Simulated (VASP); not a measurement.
The system is HfO2.

```xyz
3
Lattice="0.0000 2.5575 2.5575 2.5575 0.0000 2.5575 2.5575 2.5575 0.0000" Properties=species:S:1:pos:R:3 pbc="T T T"
Hf    0.0000    0.0000    0.0000
O     3.8363    3.8363    3.8363
O     1.2788    1.2788    1.2788
```

Measurements of this composition are mostly on another form, of space group No. 14.

Base run:

* Program: VASP 6.6.1
* Functional: PBE
* Potentials or basis: VASP PAW PBE potentials, release 64 (Hf_pv, O)
* Cutoff: 520 eV
* k mesh: 10 × 10 × 10
* Occupations: gaussian, width 0.02 eV
* Spin: no spin polarisation

Its results: band gap on the k mesh 3.73 eV, direct.

The run is repeated on the same cell with these changes: functional from PBE to r2SCAN. What comes out?

Band gap on the k mesh 4.21 eV, direct.

r2SCAN gives the wider gap, since meta-GGAs in the generalised Kohn-Sham scheme recover part of the derivative discontinuity.

Caveats: spin-orbit coupling is left out, which moves the levels of the heavy elements.

Not every run made on this cell is shown here.
